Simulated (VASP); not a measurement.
# What goes wrong when the modes of Te2Mo are computed with a bad input, part 2 of 2

Aim: see how common mistakes in a phonon run show up, on Te2Mo. The starting structure is a measured crystal structure from the Crystallography Open Database.

VASP 6.6.1.

Results so far: reference B1g (2) 296.2 cm⁻¹.

## 3. Modes with a loose electronic threshold

Level of this step: LDA; plane waves and PAW (Te, Mo_sv) (VASP).

A slip made on purpose: a loose electronic threshold. Against step 2 the input has EDIFF = 1E-04 (also changed: NELM).

INCAR

```
SYSTEM = Te2Mo
PREC = Accurate
ENCUT = 450
EDIFF = 1E-04
NELM = 60
ISMEAR = 0
SIGMA = 0.03
LREAL = .FALSE.
ALGO = Normal
GGA = CA
NBANDS = 32
LASPH = .TRUE.
LORBIT = 11
LWAVE = .FALSE.
LCHARG = .FALSE.
KPAR = 8
IBRION = 6
NFREE = 2
POTIM = 0.015
NSW = 1
ISIF = 2
```

POSCAR

```
Te2Mo
1.0
    3.4740217847      0.0000000000      0.0000000000
   -1.7370108923      3.0085911189      0.0000000000
    0.0000000000      0.0000000000     13.7687214814
Te Mo
4 2
Direct
    0.6666666667      0.3333333333      0.3806893049
    0.3333333333      0.6666666667      0.8806893049
    0.6666666667      0.3333333333      0.1193106951
    0.3333333333      0.6666666667      0.6193106951
    0.6666666667      0.3333333333      0.7500000000
    0.3333333333      0.6666666667      0.2500000000
```

KPOINTS

```
Automatic mesh
0
Gamma
8 8 2
0 0 0
```

The projector-augmented-wave data sets are Te and Mo_sv (LDA family, release 64).

The run is started by

```sh
> mpirun -np 8 vasp_std
```

What it wrote:

```text
[banner, memory and clock lines left out]
running    8 mpi-ranks, on    1 nodes
[...]
[... a notice as in an earlier step ...]

 LDA part: xc-table for (Slater(with rela. corr.)+CA(PZ))
 , standard interpolation
 POSCAR, INCAR and KPOINTS ok, starting setup
[...]
entering main loop
       N       E                     dE             d eps       ncg     rms          rms(c)
[... 10 cycles as in an earlier step ...]
DAV:  11    -0.412621177018E+02   -0.14012E-03   -0.26045E-03  1592   0.249E-01    0.272E-01
DAV:  12    -0.412620978247E+02    0.19877E-04   -0.33692E-04  1208   0.817E-02
   1 F= -.41262098E+02 E0= -.41262098E+02  d E =-.558089E-51
[... from here on, the cycles between the ionic steps are left out ...]
   2 F= -.41261244E+02 E0= -.41261244E+02  d E =-.153779E-52
   3 F= -.41261246E+02 E0= -.41261246E+02  d E =-.190630E-53
   4 F= -.41260561E+02 E0= -.41260561E+02  d E =-.135062E-52
   5 F= -.41260590E+02 E0= -.41260590E+02  d E =-.129272E-53
   6 F= -.41260410E+02 E0= -.41260410E+02  d E =-.118818E-52
   7 F= -.41260392E+02 E0= -.41260392E+02  d E =-.711337E-54
   8 F= -.41259537E+02 E0= -.41259537E+02  d E =-.349843E-53
   9 F= -.41259579E+02 E0= -.41259579E+02  d E =-.132975E-52
 Finite differences progress:
  Degree of freedom:   4/  4
  Displacement:        2/  2
  Total:               8/  8
```

Elapsed: 70 s, on 8 MPI ranks of Intel Xeon 6975P-C (Granite Rapids), shared host; peak memory 3.9 GiB.

Parts of OUTCAR (step 3):

```text
  Total        0.0416931      0.0416931      0.0876550      0.0000000      0.0000000      0.0000000
  in kB        0.4641784      0.4641784      0.9758835      0.0000000      0.0000000      0.0000000
  external PRESSURE =       0.6347468 kB  Pullay stress =       0.0000000 kB

 POSITION                                       TOTAL-FORCE (eV/Angst)
 -----------------------------------------------------------------------------------
      1.73701      1.00286      5.24161        -0.000000      0.000000      0.004589
     -0.00000      2.00573     12.12597         0.000000      0.000000     -0.160919
      1.73701      1.00286      1.64276         0.000000      0.000000      0.003395
     -0.00000      2.00573      8.52712        -0.000000      0.000000     -0.159594
      1.73701      1.00286     10.31154         0.000000      0.000000      0.322442
     -0.00000      2.00573      3.44218         0.000000      0.000000     -0.009914
 -----------------------------------------------------------------------------------
    total drift:                                0.001282     -0.000007     -0.008514

  FREE ENERGIE OF THE ION-ELECTRON SYSTEM (eV)
  ---------------------------------------------------
  free  energy   TOTEN  =       -41.2595788190 eV

  energy  without entropy=      -41.2595788190  energy(sigma->0) =      -41.25957882

[... 2 parts as in an earlier step ...]

[... 1 further part left out ...]
[key lines of the parts left out:]
E-fermi :   8.8875
```

The last energy, forces and stress in OUTCAR belong to the last displaced cell, not to that of POSCAR.

With a loose electronic threshold the compared modes are at the top B1g (2) 295.2, A2u 287.4 cm⁻¹, at the bottom E2g 38.8, B1g (1) 32.7 cm⁻¹, with 4 more of the listed ones between; the largest shift among the levels compared is +9.8 cm⁻¹, in E2g, from the reference.

## 4. Modes with low precision and real-space projectors

A slip made on purpose: low precision and real-space projectors. Against step 2 the input has PREC = Low and LREAL = Auto (also changed: NELM).

Edit INCAR of step 3 so:

```diff
@@ -1,5 +1,5 @@
 SYSTEM = Te2Mo
-PREC = Accurate
+PREC = Low
 ENCUT = 450
-EDIFF = 1E-04
+EDIFF = 1E-08
 NELM = 60
@@ -7,3 +7,3 @@
 SIGMA = 0.03
-LREAL = .FALSE.
+LREAL = Auto
 ALGO = Normal
```

POSCAR is that of step 3.

KPOINTS is that of step 3.

The run is started by

```sh
> mpirun -np 8 vasp_std
```

What it wrote:

```text
[banner, memory and clock lines left out]
running    8 mpi-ranks, on    1 nodes
[...]
[... a notice as in an earlier step ...]

|                                                                             |
|               ----> ADVICE to this user running VASP <----                  |
|                                                                             |
|     You have a (more or less) 'small supercell' and for smaller cells       |
|     it is recommended to use the reciprocal-space projection scheme!        |
|     The real-space optimization is not efficient for small cells and it     |
|     is also less accurate ...                                               |
|     Therefore, set LREAL=.FALSE. in the INCAR file.                         |
|                                                                             |

 LDA part: xc-table for (Slater(with rela. corr.)+CA(PZ))
 , standard interpolation
 POSCAR, INCAR and KPOINTS ok, starting setup
[...]
entering main loop
[...]
DAV:   1     0.391223840091E+03    0.39122E+03   -0.25273E+04  1464   0.131E+03
DAV:   2    -0.198959084158E+02   -0.41112E+03   -0.40128E+03  1576   0.339E+02
DAV:   3    -0.418509114683E+02   -0.21955E+02   -0.21726E+02  1640   0.676E+01
DAV:   4    -0.423344071249E+02   -0.48350E+00   -0.48237E+00  1504   0.101E+01
[...]
DAV:  17    -0.409893085138E+02    0.16322E-06   -0.59160E-07  1600   0.353E-03    0.278E-03
DAV:  18    -0.409893084947E+02    0.19087E-07   -0.57663E-08  1496   0.111E-03    0.155E-03
DAV:  19    -0.409893084904E+02    0.42901E-08   -0.16282E-08   896   0.706E-04
   1 F= -.40989308E+02 E0= -.40989308E+02  d E =-.350918E-53
[... from here on, the cycles between the ionic steps are left out ...]
   2 F= -.41001400E+02 E0= -.41001400E+02  d E =-.149470E-53
   3 F= -.41001400E+02 E0= -.41001400E+02  d E =-.546104E-11
   4 F= -.40964992E+02 E0= -.40964992E+02  d E =-.159935E-52
   5 F= -.41017927E+02 E0= -.41017927E+02  d E =-.120592E-52
   6 F= -.40979540E+02 E0= -.40979540E+02  d E =-.520262E-52
   7 F= -.40979539E+02 E0= -.40979539E+02  d E =-.152048E-12
   8 F= -.40985743E+02 E0= -.40985743E+02  d E =-.158581E-49
   9 F= -.40985743E+02 E0= -.40985743E+02  d E =-.283053E-52
 Finite differences progress:
  Degree of freedom:   4/  4
  Displacement:        2/  2
  Total:               8/  8
```

The job ended after 96 s (8 MPI ranks; peak memory 2.9 GiB).

OUTCAR, selected parts (step 4):

```text
  Total        1.3412016      1.3412016      4.7393429      0.0000000      0.0000000      0.0000000
  in kB       14.9319081     14.9319081     52.7642040      0.0000000      0.0000000      0.0000000
  external PRESSURE =      27.5426734 kB  Pullay stress =       0.0000000 kB

 POSITION                                       TOTAL-FORCE (eV/Angst)
 -----------------------------------------------------------------------------------
      1.73701      1.00286      5.24161         0.000000      0.000000     -2.021839
     -0.00000      2.00573     12.12597        -0.000000      0.000000     -2.182502
      1.73701      1.00286      1.64276         0.000000      0.000000      1.901090
     -0.00000      2.00573      8.52712        -0.000000      0.000000      1.733159
      1.73701      1.00286     10.31154         0.000000      0.000000      0.641211
     -0.00000      2.00573      3.44218         0.000000     -0.000000     -0.071119
 -----------------------------------------------------------------------------------
    total drift:                                0.000007      0.000013      0.374518

  FREE ENERGIE OF THE ION-ELECTRON SYSTEM (eV)
  ---------------------------------------------------
  free  energy   TOTEN  =       -40.9857429892 eV

  energy  without entropy=      -40.9857429892  energy(sigma->0) =      -40.98574299

[... 2 parts as in an earlier step ...]

[... 1 further part left out ...]
[key lines of the parts left out:]
E-fermi :   8.8889
```

Three frequencies should lie near zero, those of the translations, and here fewer than three do (the smallest in size are -82.9, -145.4 and -149.8 cm⁻¹), so no mode of this run is used. As printed, the frequencies run from -445.4 to 378.3 cm⁻¹, imaginary ones as negative numbers.

## 5. Modes with a structure that was not relaxed

A slip made on purpose: a structure that was not relaxed. Against step 2 the input has another starting structure (also changed: NELM).

Edit INCAR of step 4 so:

```diff
@@ -1,3 +1,3 @@
 SYSTEM = Te2Mo
-PREC = Low
+PREC = Accurate
 ENCUT = 450
@@ -7,3 +7,3 @@
 SIGMA = 0.03
-LREAL = Auto
+LREAL = .FALSE.
 ALGO = Normal
```

POSCAR

```
Te2Mo
1.0
    3.5182000000      0.0000000000      0.0000000000
   -1.7591000000      3.0468505756      0.0000000000
    0.0000000000      0.0000000000     13.9736000000
Te Mo
4 2
Direct
    0.6666666667      0.3333333333      0.3790000000
    0.3333333333      0.6666666667      0.8790000000
    0.6666666667      0.3333333333      0.1210000000
    0.3333333333      0.6666666667      0.6210000000
    0.6666666667      0.3333333333      0.7500000000
    0.3333333333      0.6666666667      0.2500000000
```

KPOINTS is that of step 4.

The run is started by

```sh
> mpirun -np 8 vasp_std
```

What it wrote:

```text
[... set-up lines as in an earlier step ...]
 entering main loop
       N       E                     dE             d eps       ncg     rms          rms(c)
DAV:   1     0.377886481327E+03    0.37789E+03   -0.25116E+04  1528   0.130E+03
DAV:   2    -0.202405610360E+02   -0.39813E+03   -0.38717E+03  1592   0.332E+02
DAV:   3    -0.421168791545E+02   -0.21876E+02   -0.21676E+02  1632   0.657E+01
DAV:   4    -0.426217956756E+02   -0.50492E+00   -0.50320E+00  1504   0.103E+01
[...]
DAV:  17    -0.412226072603E+02    0.90141E-07   -0.36013E-07  1616   0.267E-03    0.175E-03
DAV:  18    -0.412226072467E+02    0.13610E-07   -0.45083E-08  1312   0.984E-04    0.815E-04
DAV:  19    -0.412226072445E+02    0.22110E-08   -0.11248E-08   848   0.573E-04
   1 F= -.41222607E+02 E0= -.41222607E+02  d E =-.492955E-22
[... from here on, the cycles between the ionic steps are left out ...]
   2 F= -.41221862E+02 E0= -.41221862E+02  d E =-.591468E-23
   3 F= -.41221862E+02 E0= -.41221862E+02  d E =-.188996E-23
   4 F= -.41217668E+02 E0= -.41217668E+02  d E =-.397026E-21
   5 F= -.41224838E+02 E0= -.41224838E+02  d E =-.160376E-22
   6 F= -.41221054E+02 E0= -.41221054E+02  d E =-.205869E-21
   7 F= -.41221054E+02 E0= -.41221054E+02  d E =-.165182E-25
   8 F= -.41220278E+02 E0= -.41220278E+02  d E =-.221945E-20
   9 F= -.41220278E+02 E0= -.41220278E+02  d E =-.226553E-20
 Finite differences progress:
  Degree of freedom:   4/  4
  Displacement:        2/  2
  Total:               8/  8
```

It took 2.6 min on 8 MPI ranks; peak memory 3.9 GiB.

Parts of OUTCAR (step 5):

```text
  Total       -2.6725772     -2.6725772     -2.4699072      0.0000000      0.0000000      0.0000000
  in kB      -28.5864910    -28.5864910    -26.4186874      0.0000000      0.0000000      0.0000000
  external PRESSURE =     -27.8638898 kB  Pullay stress =       0.0000000 kB

 POSITION                                       TOTAL-FORCE (eV/Angst)
 -----------------------------------------------------------------------------------
      1.75910      1.01562      5.29599         0.000000      0.000000     -0.238410
     -0.00000      2.03123     12.28279         0.000000     -0.000000     -0.390547
      1.75910      1.01562      1.69081         0.000000     -0.000000      0.241967
     -0.00000      2.03123      8.67761         0.000000      0.000000      0.083498
      1.75910      1.01562     10.46520         0.000000      0.000000      0.310660
     -0.00000      2.03123      3.49340        -0.000000      0.000000     -0.007168
 -----------------------------------------------------------------------------------
    total drift:                               -0.000000     -0.000000      0.000051

  FREE ENERGIE OF THE ION-ELECTRON SYSTEM (eV)
  ---------------------------------------------------
  free  energy   TOTEN  =       -41.2202775744 eV

  energy  without entropy=      -41.2202775744  energy(sigma->0) =      -41.22027757

[... 1 part as in an earlier step ...]

[... 2 further parts left out ...]
[key lines of the parts left out:]
E-fermi :   8.2075
```

With a structure that was not relaxed the compared modes are at the top B1g (2) 286.3, A2u 280.9 cm⁻¹, at the bottom B1g (1) 31.7, E2g 24.8 cm⁻¹, with 4 more of the listed ones between; the largest shift among the levels compared is -9.9 cm⁻¹, in B1g (2), from the reference.

## 6. Modes with a cutoff far too low

A slip made on purpose: a cutoff far too low. Against step 2 the input has ENCUT = 130 (also changed: NELM).

Edit INCAR of step 5 so:

```diff
@@ -2,3 +2,3 @@
 PREC = Accurate
-ENCUT = 450
+ENCUT = 130
 EDIFF = 1E-08
```

POSCAR

```
Te2Mo
1.0
    3.4740217847      0.0000000000      0.0000000000
   -1.7370108923      3.0085911189      0.0000000000
    0.0000000000      0.0000000000     13.7687214814
Te Mo
4 2
Direct
    0.6666666667      0.3333333333      0.3806893049
    0.3333333333      0.6666666667      0.8806893049
    0.6666666667      0.3333333333      0.1193106951
    0.3333333333      0.6666666667      0.6193106951
    0.6666666667      0.3333333333      0.7500000000
    0.3333333333      0.6666666667      0.2500000000
```

KPOINTS is that of step 5.

The run is started by

```sh
> mpirun -np 8 vasp_std
```

What it wrote:

```text
[... set-up lines as in an earlier step ...]
 entering main loop
       N       E                     dE             d eps       ncg     rms          rms(c)
DAV:   1     0.157692298308E+03    0.15769E+03   -0.14227E+04  1752   0.500E+02
DAV:   2    -0.242286585284E+02   -0.18192E+03   -0.17669E+03  1608   0.185E+02
DAV:   3    -0.310742877186E+02   -0.68456E+01   -0.67984E+01  1584   0.324E+01
DAV:   4    -0.311816099185E+02   -0.10732E+00   -0.10715E+00  1552   0.371E+00
[...]
DAV:  20    -0.218017606585E+02    0.57329E-07   -0.13129E-08   912   0.485E-04    0.440E-04
DAV:  21    -0.218017606341E+02    0.24397E-07   -0.40210E-09   816   0.216E-04    0.229E-04
DAV:  22    -0.218017606271E+02    0.69958E-08   -0.12007E-09   784   0.115E-04
   1 F= -.21801761E+02 E0= -.21801761E+02  d E =-.130100E-12
[... from here on, the cycles between the ionic steps are left out ...]
   2 F= -.21800896E+02 E0= -.21800896E+02  d E =-.166036E-12
   3 F= -.21800896E+02 E0= -.21800896E+02  d E =-.193752E-13
   4 F= -.21792823E+02 E0= -.21792823E+02  d E =-.614577E-12
   5 F= -.21807582E+02 E0= -.21807582E+02  d E =-.381329E-13
   6 F= -.21799967E+02 E0= -.21799967E+02  d E =-.247323E-12
   7 F= -.21799967E+02 E0= -.21799967E+02  d E =-.516377E-13
   8 F= -.21799042E+02 E0= -.21799042E+02  d E =-.342901E-11
   9 F= -.21799042E+02 E0= -.21799042E+02  d E =-.220013E-11
 Finite differences progress:
  Degree of freedom:   4/  4
  Displacement:        2/  2
  Total:               8/  8
```

Elapsed: 35 s, on 8 MPI ranks; peak memory 1.5 GiB; 3.9 min of CPU time.

OUTCAR, selected parts (step 6):

```text
  Total     -192.5307330   -192.5307331   -191.4331974     -0.0000000      0.0000000      0.0000000
  in kB    -2143.4893259  -2143.4893260  -2131.2702070     -0.0000000      0.0000000      0.0000000
  external PRESSURE =   -2139.4162863 kB  Pullay stress =       0.0000000 kB

 POSITION                                       TOTAL-FORCE (eV/Angst)
 -----------------------------------------------------------------------------------
      1.73701      1.00286      5.24161        -0.000000      0.000000     -0.488479
     -0.00000      2.00573     12.12597         0.000000      0.000000     -0.668503
      1.73701      1.00286      1.64276        -0.000000      0.000000      0.496634
     -0.00000      2.00573      8.52712        -0.000000      0.000000      0.309346
      1.73701      1.00286     10.31154        -0.000000     -0.000000      0.362362
     -0.00000      2.00573      3.44218         0.000000     -0.000000     -0.011360
 -----------------------------------------------------------------------------------
    total drift:                                0.000000     -0.000000      0.001011

  FREE ENERGIE OF THE ION-ELECTRON SYSTEM (eV)
  ---------------------------------------------------
  free  energy   TOTEN  =       -21.7990417863 eV

  energy  without entropy=      -21.7990417863  energy(sigma->0) =      -21.79904179

[... 1 part as in an earlier step ...]

[... 2 further parts left out ...]
[key lines of the parts left out:]
E-fermi :   8.7011
```

The log as kept lacks single lines of electronic cycles.

With a cutoff far too low the compared modes are at the top B1g (2) 310.8, A2u 302.0 cm⁻¹, at the bottom B1g (1) 30.9, E2g 26.0 cm⁻¹, with 4 more of the listed ones between; the largest shift among the levels compared is +14.6 cm⁻¹, in B1g (2), from the reference.

## 7. The runs compared

```csv
run,ended,B1g (2),A2u,A1g,B2u,E1g,E2u,B1g (1),E2g,"imaginary modes, each partner counted",core minutes
reference,converged,296.2,289.8,178.0,174.3,120.9,118.7,39.0,29.0,0,17.5
a loose electronic threshold,converged,295.2,287.4,176.6,172.1,121.1,119.0,32.7,38.8,0,9.33
low precision and real-space projectors,"finished, not usable",-,-,-,-,-,-,-,-,-,12.8
a structure that was not relaxed,converged,286.3,280.9,171.5,169.4,116.8,115.2,31.7,24.8,0,20.5
a cutoff far too low,converged,310.8,302.0,184.1,180.4,126.8,124.7,30.9,26.0,0,4.67
```

Modes are in cm⁻¹, degenerate ones as one, matched between runs by symmetry and order. A number in brackets counts the listed modes of one symmetry from the lowest. The symmetry labels come from an automatic analysis and can be wrong where levels nearly coincide. Levels within 1 cm⁻¹ of another in the first run are left out, since their labels are uncertain. Core minutes are wall time times ranks of the run shown, on a shared host.

## 8. Summary of results

| Property | Result |
| --- | --- |
| B1g (2), reference | 296.2 cm⁻¹ |
| E2g, reference | 29.0 cm⁻¹ |
| B1g (2), a loose electronic threshold | 295.2 cm⁻¹ |
| E2g, a loose electronic threshold | 38.8 cm⁻¹ |
| B1g (2), a structure that was not relaxed | 286.3 cm⁻¹ |
| E2g, a structure that was not relaxed | 24.8 cm⁻¹ |
| B1g (2), a cutoff far too low | 310.8 cm⁻¹ |
| E2g, a cutoff far too low | 26.0 cm⁻¹ |
| run with low precision and real-space projectors | finished, not usable |

In words: Finished, but so rough that the translations don't all come out near zero: low precision and real-space projectors. Finished, but with signs in the output that stand out against the reference: a loose electronic threshold, with modes among those compared off by up to +10 cm⁻¹, in E2g (signs: a pressure of -0.2 GPa on the undisplaced cell and a translation at -2 cm⁻¹ instead of zero); a structure that was not relaxed, with modes among those compared off by up to -10 cm⁻¹, in B1g (2) (signs: a pressure of -2.8 GPa on the undisplaced cell and forces of up to 0.24 eV/Å on the undisplaced atoms); a cutoff far too low, with modes among those compared off by up to +15 cm⁻¹, in B1g (2) (signs: a pressure of -213.9 GPa on the undisplaced cell and forces of up to 0.49 eV/Å on the undisplaced atoms). The frequencies are harmonic, and the splitting of polar modes by their long-range field is left out. Further runs on this material are not shown.

[Lines on the potential files, build, host, timing and source positions are cut from VASP's logs without a mark.]

[Logs are printed without paths, hosts, clocks, repeated set-up lines and the standing remarks that a program may print on its own settings, such as how far it seeks lower states.]

[Hosts, paths, dates, database ids (printed as entryN), source tags and the programs' standing remarks are cut or masked in the printed files.]
